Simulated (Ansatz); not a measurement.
# 1T-VBrI bilayer (AB) in a perpendicular field, part 3 of 3

Aim: how the 1T-VBrI bilayer (AB) screens a field along its normal, and what the field does to its bands. A positive field points along +c.

Ansatz 0.2.0; plane-wave DFT, PBE-D3(BJ), Ansatz PAW.

So far, gap along the path (eV): step 3 (atoms held, field 0) 0.881; step 4 (field 0.1 V/Å) 0.747; step 5 (field -0.1 V/Å) 1.01; step 6 (field 0.2 V/Å) 0.617; step 7 (field -0.2 V/Å) 1.12.

## (8) Atoms held, field 0.35 V/Å

The input, input.yaml:

```yaml
crystal:
  lattice:
    - [3.9169856623, 0.0, 0.0]
    - [-1.9584928311, 3.3922090898, 0.0]
    - [0.0, 0.0, 27.3840289355]
  atoms:
    - { symbol: I, position: [0.6666666667, 0.3333333333, 0.3286587237], spin: -0.03 }
    - { symbol: V, position: [0.0, 0.0, 0.3886276415], spin: 2.55 }
    - { symbol: Br, position: [0.3333333333, 0.6666666667, 0.4393398254], spin: -0.01 }
    - { symbol: I, position: [0.0, 0.0, 0.5604953567], spin: -0.03 }
    - { symbol: V, position: [0.3333333333, 0.6666666667, 0.6201678036], spin: 2.55 }
    - { symbol: Br, position: [0.6666666667, 0.3333333333, 0.6713412763], spin: -0.01 }
magnetization:
  spin_polarized: true
kpoints:
  mp_grid: { grid: [12, 12, 1] }
  band_path:
    path: [[0, 0, 0], [0.5, 0, 0], [0.33333333, 0.33333333, 0], [0, 0, 0]]
    npoints: 16
hamiltonian:
  xc: pbe
  dispersion: d3bj
scf:
  occupations: { method: fermi_dirac, width: 0.02585 }
  convergence: { dr2_threshold: 1.0e-10 }
efield:
  axis: 3
  dipole_correction: true
  ramp_position: 0.9384
  ramp_width: 0.1162
  amplitude: 0.35
output:
  dos: { projected: true, e_range: [-6, 5] }
  bader: true
  write_potential: true
  write_density: true
  volumetric_format: npy
  elf: true
```

Run with:

```
> ansatz run input.yaml --threads 4 --pin off --max-ram 6144MiB --backend cpu --events-out ev --progress --plain --runs-dir out
```

Numbers of over 12 decimals in the logs are rounded to 6 here.

Log:

```text
[...]
Crystal: 6 atoms, lattice volume = 363.858 Å³
Basis set: ecut = 420 eV, 7207 PW (Γ)
Bands: 48, of which v1, the nominal top of the filled ones, is band 37 counted from 1 (36 counted from 0)
Symmetry: 6 space group operations
k-points: 19 of 144 (time reversal used)
[...]
Starting moments: Σ|m| = 5.18 μB on 6 of 6 sites
[...]
--- Bader charges: 6 sites ---
  site symbol  charge [e]  shift [e]    m [muB]
     0      I     -0.5433     0.0001     0.0985
     1      V      1.1518     0.0003     2.7903
     2     Br     -0.6242     0.0004     0.1166
     3      I     -0.5283     0.0001     0.0984
     4      V      1.1554     0.0003     2.7836
     5     Br     -0.6113     0.0004     0.1125
  estimated error of the sums over rays = 2.9e-4 e
[key lines of the parts left out:]
SCF converged after 26 iterations
Magnetization: 6.0000 μB (40.0000 up, 34.0000 down)
Free energy (F): -26422.576982 eV
Fermi energy:    1.838020 eV
Dipole field:    D = 0.101512 V/Å  (p = 0.204121 e·Å, saw-weighted, corrected)
```

Elapsed: 76 s, on 4 threads of Arm Neoverse V1, shared host; peak memory 1.3 GiB; 5 min of CPU time.

The dipole is 0.204 e·Å, 0.256 e·Å from its value without field, and the gap 0.441 eV.

## (9) Response, atoms held

This step: plane-wave DFT, PBE-D3(BJ), Ansatz PAW; response to a field along the normal, atoms held (Ansatz 0.2.0).

The dipoles give the slope, and the difference of two potentials shows where the field is screened.

Numbers from this step:

```yaml
equivalent_conductor_thickness_p_eps_0ae: 9.832 Å
distance_between_the_outer_atoms: 9.384 Å
```

Dipole of the cell against applied field:

```csv
applied field (V/Å),dipole of the cell (e·Å)
-0.200,-0.196
-0.100,-0.124
0.000,-0.0520
0.100,0.0203
0.200,0.0932
0.350,0.204
```

The total moment stays at 6 μB for applied field from -0.2 to 0.35 V/Å.

Local field over the applied field, running mean. From the potentials at -0.1 and 0.1 V/Å; running mean over 2.5 Å. Local field over applied field against z:

```csv
z (Å),local field over applied field
5,0.994
6,0.955
7,0.767
8,0.430
9,0.153
10,0.110
11,0.133
12,0.210
13,0.364
14,0.373
15,0.194
16,0.107
17,0.122
18,0.185
19,0.402
20,0.732
21,0.945
22,0.993
23,0.999
```

Electrons, planar mean, per unit field. Table of induced electron density by z:

z (Å), induced electron density (e/Å³ per V/Å) and a bar from the least value:
```
        5    0.00003 #############
        6    0.00022 ##############
        7    0.00142 #####################
        8    0.00322 ##############################
        9    0.00100 ##################
       10   -0.00143 ######
       11    0.00087 ##################
       12   -0.00092 ########
       13   -0.00231 #
       14    0.00195 #######################
       15    0.00126 ####################
       16   -0.00045 ###########
       17   -0.00020 ############
       18   -0.00019 ############
       19   -0.00251 
       20   -0.00179 ####
       21   -0.00026 ############
       22   -0.00003 #############
       23    0.00000 #############
```

By hand: between -0.1 and 0.1 V/Å the dipole changes by 0.1444 e·Å, a slope of 0.7219 e·Å²/V. A perfect conductor of thickness t has p = ε₀AEt, so t = 180.95 × 0.7219 / 13.287 = 9.83 Å (e/ε₀ = 180.95 V·Å, A in Å²).

The induced dipole is that of a conductor 9.83 Å thick.

## (10) Varying the input: kpoints.mp_grid.shift = [0.5, 0.5, 0.0]

This step: plane-wave DFT, PBE-D3(BJ), Ansatz PAW (Ansatz 0.2.0).

A run with a changed input: it repeats the earlier run at 0.1 V/Å with kpoints.mp_grid.shift to [0.5, 0.5, 0.0].

Changes to input.yaml since step 8:

```diff
@@ -15,3 +15,3 @@
 kpoints:
-  mp_grid: { grid: [12, 12, 1] }
+  mp_grid: { grid: [12, 12, 1], shift: [0.5, 0.5, 0.0] }
   band_path:
@@ -28,8 +28,6 @@
   dipole_correction: true
-  ramp_position: 0.9384
-  ramp_width: 0.1162
-  amplitude: 0.35
+  ramp_position: 0.9598
+  ramp_width: 0.0734
+  amplitude: 0.1
 output:
-  dos: { projected: true, e_range: [-6, 5] }
-  bader: true
   write_potential: true
@@ -37,2 +35 @@
   volumetric_format: npy
-  elf: true
```

Log:

```text
Warning: crystal.symmetry: narrowed to the stabiliser of the k-point mesh — unitary ops 6 → 2; excluded 4 operations that carry a point of the 12×12×1 mesh (shift [0.5, 0.5, 0]) off the mesh (the run samples exactly the mesh kpoints.mp_grid names, as under crystal.symmetry.detect: false, and its converged state has the mesh's symmetry, not the crystal's; ε∞, the Born charges and the force constants of a linear response (`dielectric:` by the response, `phonons.method: dfpt`) are averaged over those of the crystal's operations that the state keeps within a tolerance, where `mesh_tensors`, `unaveraged_element` or `gamma_mean_max_change_ev_ang2` stands beside them; [rest of the remark cut]
[...]
Crystal: 6 atoms, lattice volume = 363.858 Å³
Basis set: ecut = 420 eV, 7207 PW (Γ)
Bands: 48, of which v1, the nominal top of the filled ones, is band 37 counted from 1 (36 counted from 0)
Symmetry: 2 space group operations
k-points: 42 of 144 (time reversal used)
[...]
Starting moments: Σ|m| = 5.18 μB on 6 of 6 sites
[...]
SCF iter   1: F=—  HF=-26420.133717 eV  |F-HF|=—  |Δ(HF+E_count)|=         —  Δρ=2.66e-2 (↑2.66e-2 ↓6.80e-3)  dr2=3.08e0  dr2_m=7.25e-1  M=6.000 μB ∫|m|=6.405 μB  β_m=1.00  ethr=3.10e-3  p=0.085 e·Å  D=4.22e-2 V/Å  ΔV_dip=-1.16 eV  dr2_dipole=4.49e-2  V_vac-E_F(+/−)=5.08/3.76 eV  ⟨swp⟩=15.9  Hψ=22423  notcnv=0
[...]
SCF iter  27: F=-26422.549055 eV  HF=-26422.549055 eV  |F-HF|=0.00e0  |Δ(HF+E_count)|=  1.49e-10  Δρ=3.04e-8 (↑3.04e-8 ↓2.10e-8)  dr2=1.66e-11  dr2_m=1.92e-13  M=6.000 μB ∫|m|=6.356 μB  ethr=1.00e-12  p=0.020 e·Å  D=1.01e-2 V/Å  ΔV_dip=-0.28 eV  dr2_dipole=1.65e-13  V_vac-E_F(+/−)=4.92/2.72 eV  ⟨swp⟩=12.7  Hψ=17913  notcnv=0
SCF 1 converged in 27 iterations: F = -26422.549055 eV  dr2 = 1.66e-11
[...]
SCF converged after 27 iterations
Magnetization: 6.0000 μB (40.0000 up, 34.0000 down)
Absolute magnetization: 6.3588 μB (∫|ρ↑−ρ↓|, with the PAW one-centre terms)
[...]
Per-site moments (μB) at R_I (Å): [(-0.030799, 1.152865), (2.546413, 1.094701), (-0.015142, 1.094701), (-0.031391, 1.150901), (2.548504, 1.097436), (-0.014645, 1.097436)]
Free energy (F): -26422.549055 eV
[...]
Internal energy: -26422.549055 eV  (E = F + TS)
E sigma→0 (E₀):  -26422.549055 eV
Entropy (-TS):   -0.000000 eV (-0.000 meV/atom)
Fermi energy:    1.850538 eV
Dipole field:    D = 0.010098 V/Å  (p = 0.020305 e·Å, saw-weighted, corrected)
Work function:   not extracted (applied field tilts the vacuum); planar V_es + V_field profile in the machine report
[...]
--- Band table (eV; the first three rows and the last of 84) ---
  k-point 0 ↑: bands = [... 33 lower, -0.6195, 0.4306, 0.4359, 0.7239, 0.9113, 0.9159, 1.1957, 2.5342, ... 7 higher]
  k-point 1 ↑: bands = [... 33 lower, -0.8764, 0.4087, 0.5974, 0.8649, 0.8968, 1.0777, 1.3496, 2.3000, ... 7 higher]
  k-point 2 ↑: bands = [... 33 lower, -1.1623, 0.3320, 0.7473, 0.8128, 0.9615, 1.2286, 1.4425, 2.2406, ... 7 higher]
  k-point 41 ↓: bands = [... 33 lower, -1.4144, 2.3215, 2.8206, 3.5164, 3.7063, 3.9945, 4.0767, 4.0842, ... 7 higher]
```

Wall time 2.1 min (4 threads); peak memory 1.8 GiB; 8.3 min of CPU time.

This step gave:

| Quantity | Value |
| --- | --- |
| site moments | -0.03080, 2.546, -0.01514, -0.03139, 2.549, -0.01465 μB |
| dipole along the normal | 0.02030 e·Å |
| gap along the path | 0.7472 eV |
| gap, the smaller of path and mesh | 0.7472 eV |

Deep bands are left out, so band numbers here count from the lowest band kept and differ from the log's. Electronic bands along the path, in eV, zero at the Fermi level of the run, which the smearing sets inside the gap; # counts the bands kept:

```csv
point,up #17,up #18,up #19,up #20,down #13,down #14,down #15,down #16
Γ,-0.99,-0.73,0.84,0.84,1.01,1.01,1.31,1.49
halfway,-0.58,-0.40,0.40,0.73,0.76,1.24,1.52,1.64
M,-0.49,-0.45,0.81,0.94,0.46,0.96,1.67,1.86
halfway,-0.52,-0.44,0.50,0.88,0.94,1.43,1.53,1.78
K,-0.54,-0.41,0.42,0.76,1.43,1.59,1.61,1.78
halfway,-0.63,-0.39,0.42,0.59,1.14,1.28,1.50,1.64
Γ,-0.99,-0.73,0.84,0.84,1.01,1.01,1.31,1.49
```

```csv
quantity,this run,earlier run,difference
dipole along the normal (e·Å),0.02030,0.02030,2.7e-7
gap along the path (eV),0.7472,0.7473,-1.0e-4
total moment (μB),6.000,6.000,4.8e-10
```

Nothing in the table moves by 0.01 in its unit (for the dipole 0.5 % and 5e-5 e·Å).

## (11) The same run with other settings

Another changed input: it repeats the earlier run at 0.1 V/Å with accuracy to medium, scf.occupations.method from fermi_dirac to cold and scf.occupations.width from 0.02585 to 0.01.

Changes to input.yaml since step 10:

```diff
@@ -15,3 +15,3 @@
 kpoints:
-  mp_grid: { grid: [12, 12, 1], shift: [0.5, 0.5, 0.0] }
+  mp_grid: { grid: [12, 12, 1] }
   band_path:
@@ -23,3 +23,3 @@
 scf:
-  occupations: { method: fermi_dirac, width: 0.02585 }
+  occupations: { method: cold, width: 0.01 }
   convergence: { dr2_threshold: 1.0e-10 }
@@ -35 +35,2 @@
   volumetric_format: npy
+accuracy: medium
```

Log:

```text
[...]
Crystal: 6 atoms, lattice volume = 363.858 Å³
Basis set: ecut = 420 eV, 7207 PW (Γ)
Bands: 48, of which v1, the nominal top of the filled ones, is band 37 counted from 1 (36 counted from 0)
Symmetry: 6 space group operations
k-points: 19 of 144 (time reversal used)
[...]
Starting moments: Σ|m| = 5.18 μB on 6 of 6 sites
[...]
SCF iter   1: F=—  HF=-26420.134269 eV  |F-HF|=—  |Δ(HF+E_count)|=         —  Δρ=2.65e-2 (↑2.65e-2 ↓6.80e-3)  dr2=3.08e0  dr2_m=7.24e-1  M=6.000 μB ∫|m|=6.403 μB  β_m=1.00  ethr=3.10e-3  p=0.085 e·Å  D=4.22e-2 V/Å  ΔV_dip=-1.16 eV  dr2_dipole=4.45e-2  V_vac-E_F(+/−)=5.09/3.77 eV  ⟨swp⟩=15.1  Hψ=9981  notcnv=0
[...]
SCF iter  16: F=—  HF=-26422.549044 eV  |F-HF|=—  |Δ(HF+E_count)|=         —  Δρ=1.28e-5 (↑1.23e-5 ↓1.28e-5)  dr2=4.00e-6  dr2_m=1.08e-8  M=6.000 μB ∫|m|=6.356 μB  β_m=1.20  ethr=1.20e-8  p=0.020 e·Å  D=1.02e-2 V/Å  ΔV_dip=-0.28 eV  dr2_dipole=1.05e-7  V_vac-E_F(+/−)=4.92/2.73 eV  ⟨swp⟩=2.1  Hψ=2550  notcnv=0  defer=145
[...]
iteration 16: the input's own smearing fills from here on; a Gaussian of 0.01 eV has filled iterations ahead of it
SCF iter  17: F=—  HF=-26422.549045 eV  |F-HF|=—  |Δ(HF+E_count)|=   1.11e-6  S|Δr|=    0.00e0  Δρ=8.43e-6 (↑8.42e-6 ↓8.43e-6)  dr2=1.53e-6  dr2_m=1.65e-8  M=6.000 μB ∫|m|=6.356 μB  β_m=1.20  ethr=5.41e-9  p=0.020 e·Å  D=1.01e-2 V/Å  ΔV_dip=-0.28 eV  dr2_dipole=4.80e-9  V_vac-E_F(+/−)=4.92/2.73 eV  ⟨swp⟩=1.6  Hψ=1808  notcnv=0  defer=145  κ⁻¹=1.0e0(r=1)
[...]
SCF iter  24: F=-26422.549048 eV  HF=-26422.549048 eV  |F-HF|=4.73e-11  |Δ(HF+E_count)|=  2.58e-10  S|Δr|=    0.00e0  Δρ=4.09e-8 (↑3.85e-8 ↓4.09e-8)  dr2=2.30e-11  dr2_m=4.25e-13  M=6.000 μB ∫|m|=6.356 μB  ethr=1.00e-12  p=0.020 e·Å  D=1.01e-2 V/Å  ΔV_dip=-0.28 eV  dr2_dipole=1.48e-13  V_vac-E_F(+/−)=4.92/2.73 eV  ⟨swp⟩=12.2  Hψ=7038  notcnv=0
SCF 1 converged in 24 iterations: F = -26422.549048 eV  dr2 = 2.30e-11
[...]
SCF converged after 24 iterations
Magnetization: 6.0000 μB (40.0000 up, 34.0000 down)
Absolute magnetization: 6.3588 μB (∫|ρ↑−ρ↓|, with the PAW one-centre terms)
[...]
Per-site moments (μB) at R_I (Å): [(-0.030799, 1.152865), (2.546413, 1.094701), (-0.015142, 1.094701), (-0.031391, 1.150901), (2.548504, 1.097436), (-0.014646, 1.097436)]
Free energy (F): -26422.549048 eV
[...]
Internal energy: -26422.549048 eV  (E = F + TS)
E sigma→0 (E₀):  -26422.549048 eV
Fermi energy:    1.847680 eV
Step filling:    the computed levels leave a gap of 0.7545 eV = 75.5 smearing widths at the electron count; against every level under it full and every level over it empty, smearing changes F+E_penalty+E_count by +0.00e0 meV and its σ→0 estimate by +0.00e0 meV
Dipole field:    D = 0.010098 V/Å  (p = 0.020306 e·Å, saw-weighted, corrected)
Work function:   not extracted (applied field tilts the vacuum); planar V_es + V_field profile in the machine report
[...]
--- Band table (eV; the first three rows and the last of 38) ---
  k-point 0 ↑: bands = [... 33 lower, -0.5195, 0.3840, 0.3840, 0.6504, 0.8644, 0.8644, 1.1223, 2.6874, ... 7 higher]
  k-point 1 ↑: bands = [... 33 lower, -0.6454, 0.4099, 0.4788, 0.7441, 0.8908, 0.9588, 1.2165, 2.4903, ... 7 higher]
  k-point 2 ↑: bands = [... 33 lower, -0.9179, 0.3685, 0.6546, 0.8437, 0.8981, 1.1342, 1.3714, 2.2540, ... 7 higher]
  k-point 18 ↓: bands = [... 33 lower, -1.7052, 3.2790, 3.4395, 3.4563, 3.6316, 3.7813, 3.7864, 3.9386, ... 7 higher]
```

Run time: 61 s. Hardware: 4 threads; peak memory 1.3 GiB.

This step gave:

```
total moment            : 6 μB
gap on the k-mesh       : 0.7545 eV
dipole along the normal : 0.02031 e·Å
```

Deep bands are left out, so band numbers here count from the lowest band kept and differ from the log's. The electronic bands at the labelled points (eV, zero at the Fermi level of the run, which the smearing sets inside the gap; # counts the bands kept):

```csv
point,up #17,up #18,up #19,up #20,down #13,down #14,down #15,down #16
Γ,-0.98,-0.73,0.84,0.84,1.01,1.01,1.31,1.49
halfway,-0.58,-0.40,0.40,0.73,0.76,1.24,1.52,1.64
M,-0.49,-0.45,0.81,0.94,0.46,0.96,1.67,1.86
halfway,-0.52,-0.44,0.50,0.89,0.94,1.43,1.53,1.78
K,-0.54,-0.40,0.42,0.77,1.43,1.59,1.61,1.78
halfway,-0.63,-0.38,0.43,0.60,1.15,1.29,1.50,1.64
Γ,-0.98,-0.73,0.84,0.84,1.01,1.01,1.31,1.49
```

```csv
quantity,this run,earlier run,difference
dipole along the normal (e·Å),0.02031,0.02030,1.5e-6
gap along the path (eV),0.7472,0.7473,-1.0e-4
total moment (μB),6,6.000,1.1e-9
```

Nothing in the table moves by 0.01 in its unit (for the dipole 0.5 % and 5e-5 e·Å). The run took 24 SCF cycles against 27.

No band crosses the Fermi level on this path.

## (12) What came out

```json
{"gap without field": "0.881 eV", "ionisation energy, upper face": "4.66 eV", "electron affinity, upper face": "3.78 eV", "step between the vacuum levels": "0.709 eV", "equivalent conductor thickness, atoms held": "9.83 Å"}
```

In words: The induced dipole equals that of a perfect conductor 9.83 Å thick, while the outer atoms lie 9.38 Å apart; an out-of-plane ε follows only once a thickness t is chosen, by 1 − 1/ε = 9.83 Å / t. The two faces differ: the vacuum level above lies 0.71 eV higher than the one below. The gap goes from 0.88 eV to 0.44 eV at 0.35 V/Å. With the field reversed the gap is 1.12 eV at -0.2 V/Å. Semilocal functionals give gaps that are too small, and excitons are not included. The magnetic order is the one reached from the typed start; other orders were not compared. Spin-orbit coupling is left out, which matters for the bands of elements this heavy.

[Logs are printed without paths, hosts, clocks, repeated set-up lines and the standing remarks that a program may print on its own settings, such as how far it seeks lower states.]

[Hosts, paths, dates, database ids (printed as entryN), source tags and the programs' standing remarks are cut or masked in the printed files.]

[Maps of the electrostatic potential energy from Ansatz leave out the sawtooth potential of an applied field or a dipole correction, so their vacuum need not be flat; planar profiles and work functions include it.]
